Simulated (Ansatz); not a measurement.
# Ruthenium, simple cubic: HSE06 at the PBE geometry

Aim: see what exact exchange does to the levels, and what it costs. Spin polarisation is left out. The cell comes from an earlier PBE relaxation. Exact exchange is dear, so the k-mesh is coarse, and PBE is run on the same mesh for comparison.

Program: Ansatz 0.2.0. Level of theory: DFT, plane waves (420 eV) with PBE-made PAW files, scalar-relativistic; functionals as named at each step. These are calculated values, not measurements.

## (1) The system as given

It takes space group Pm-3m (No. 221, cubic). The conventional cell has a = 2.512 Å, b = 2.512 Å, c = 2.512 Å, α = 90.00°, β = 90.00°, γ = 90.00°. Ru (site symmetry m-3m) has 6 Ru at 2.51 Å as nearest neighbours.

Coordinates:

```cif
data_structure
_symmetry_space_group_name_H-M 'P 1'
_symmetry_Int_Tables_number 1
_cell_length_a 2.5122
_cell_length_b 2.5122
_cell_length_c 2.5122
_cell_angle_alpha 90.000
_cell_angle_beta 90.000
_cell_angle_gamma 90.000
_cell_volume 15.85
loop_
_atom_site_label
_atom_site_type_symbol
_atom_site_fract_x
_atom_site_fract_y
_atom_site_fract_z
_atom_site_occupancy
Ru1 Ru 0.00000 0.00000 0.00000 1
```

## (2) PBE, coarse mesh

The run with PBE.

File input.yaml:

```yaml
crystal:
  lattice:
    - [2.5121506501, 0.0, 0.0]
    - [0.0, 2.5121506501, 0.0]
    - [0.0, 0.0, 2.5121506501]
  atoms:
    - { symbol: Ru, position: [0.0, 0.0, 0.0] }
hamiltonian:
  xc: pbe
  pseudopotentials:
    kind: paw
    azcp:
      Ru: "pseudopotentials/Ru.paw.azcp"
basis:
  ecutwfc: 420
  fft_grid_basis: typed
kpoints:
  mp_grid: { grid: [6, 6, 6], shift: [0, 0, 0] }
magnetization:
  spin_polarized: false
scf:
  occupations: { method: fermi_dirac, width: 0.1 }
```

Run with:

```console
$ ansatz run input.yaml --threads 4 --pin off --max-ram 8192MiB --backend cpu --events-out ev --progress --plain --runs-dir out
```

Standard output, shortened:

```text
Warning: RAYON_NUM_THREADS=4 ignored (pool sized by the plan → 4); use --threads N
[...]
Pseudopotentials: kind: paw
Pseudopotential: Ru, paw, valence charge 16, recommended cutoff 420 eV (normal), <dir>
Functional definition: PBE
[...]
Crystal: 1 atoms, lattice volume = 15.854 Å³
Basis set: ecut = 420 eV, 305 PW (Γ)
Bands: 12, of which v1, the nominal top of the filled ones, is band 8 counted from 1 (7 counted from 0)
Symmetry: 48 space group operations
Space group: Pm-3m (ITA 221), of the structure as read, at distance tolerance 2.5e-5 Å
k-points: 20 of 216
[...]
SCF iter   1: F=—  HF=-5877.435265 eV  |F-HF|=—  |Δ(HF+E_count)|=         —  Δρ=1.11e-2  dr2=4.81e-3  ethr=1.77e-3  ⟨swp⟩=5.0  Hψ=1346  notcnv=0
[...]
SCF iter   6: F=-5877.435320 eV  HF=-5877.435320 eV  |F-HF|=4.30e-10  |Δ(HF+E_count)|=   2.61e-8  Δρ=4.75e-6  dr2=8.64e-10  ethr=2.90e-10  ⟨swp⟩=1.1  Hψ=664  notcnv=0
[...]
SCF converged after 6 iterations
Free energy (F): -5877.435320 eV
[...]
E sigma→0 (E₀):  -5877.391587 eV
Entropy (-TS):   -0.087466 eV (-87.466 meV/atom)
Fermi energy:    19.742773 eV
[...]
```

It took 0.21 s on 4 threads of Arm Neoverse V1, shared host; peak memory 0.24 GiB.

## (3) HSE06, coarse mesh

The run with HSE06.

Changes to input.yaml since step 2:

```diff
@@ -8,3 +8,3 @@
 hamiltonian:
-  xc: pbe
+  xc: hse06
   pseudopotentials:
```

Run with:

```console
$ ansatz run input.yaml --threads 4 --pin off --max-ram 8192MiB --backend cpu --events-out ev --progress --plain --runs-dir out
```

Standard output, shortened:

```text
Warning: RAYON_NUM_THREADS=4 ignored (pool sized by the plan → 4); use --threads N
[...]
Pseudopotentials: kind: paw
Pseudopotential: Ru, paw, valence charge 16, recommended cutoff 420 eV (normal), <dir>
Functional definition: HSE06
[...]
Crystal: 1 atoms, lattice volume = 15.854 Å³
Basis set: ecut = 420 eV, 305 PW (Γ)
Bands: 12, of which v1, the nominal top of the filled ones, is band 8 counted from 1 (7 counted from 0)
Symmetry: 48 space group operations
Space group: Pm-3m (ITA 221), of the structure as read, at distance tolerance 2.5e-5 Å
k-points: 20 of 216
[...]
SCF iter   1: F=—  HF=-5877.434741 eV  |F-HF|=—  |Δ(HF+E_count)|=         —  Δρ=1.12e-2  dr2=5.00e-3  ethr=1.77e-3  ⟨swp⟩=7.5  Hψ=977  notcnv=0
[...]
Frozen-core exchange: fock
[...]
SCF 2 stopped early in 6 iterations: F = -5878.834621 eV  dr2 = 1.08e-7
hybrid outer 1: dexx = +4.248e-3 eV, tail = 7.12e-6 eV
[...]
Frozen-core exchange: fock
[...]
hybrid outer 2: dexx = +1.773e-7 eV, tail = 1.20e-7 eV, Δε = 1.62e-3 eV (about 2.15e-4 eV left of the loop's levels)
hybrid SCF converged: 2 outer / 8 inner (+7 warm-up), last move |dexx| = 1.77e-7 eV, tail = 1.20e-7 eV
Stability not checked: this state was not tested for a lower state beside it, because the functional holds exact exchange (a hybrid, or Hartree-Fock), whose exchange loop this test does not read (fock_operator; see scf.lower_state_search)
Free energy (F): -5878.834604 eV
Frozen-core exchange: fock
[...]
E sigma→0 (E₀):  -5878.801858 eV
Entropy (-TS):   -0.065492 eV (-65.492 meV/atom)
Fermi energy:    19.495078 eV
[...]
--- Band table (eV; the first three rows and the last of 20) ---
  k-point 0: bands = ["-57.9739", "-25.9284", "-25.9284", "-25.9284", "11.5106", "13.1446", "13.1446", "21.3533", "21.3533", "21.3533", "37.0436"]
[...]
  guard bands above this table: 1 of the run's 12 bands, where the rule asks 2: the bands that hold charge and the lowest empty level above them stay in the table. The solve was not asked for them (output.publish_guard_bands: true or output.eigenvalues: true publishes all)
```

Wall time 2.3 s (4 threads of Arm Neoverse V1, shared host); peak memory 0.57 GiB.

## (4) The functionals compared

| functional | gap on the mesh | Fermi energy (eV) | SCF cycles | exchange loops | CPU time |
| --- | --- | --- | --- | --- | --- |
| PBE | none (levels filled in part) | 19.743 | 6 | - | 0.44 s |
| HSE06 | none (levels filled in part) | 19.495 | 15 | 2 | 5.7 s |

## (5) What came out

| quantity | value |
| --- | --- |
| PBE: gap | none (levels filled in part) |
| HSE06: gap | none (levels filled in part) |
| HSE06: SCF cycles, exchange loops | 15, 2 |
| HSE06: CPU time over that of PBE | 13 |

Neither PBE nor HSE06 shows a clean gap on this mesh. HSE06 cost 13 times the CPU time of PBE. The exchange operator of HSE06 was renewed in 2 outer loops. The total energies in the logs cannot be compared from one functional to another.
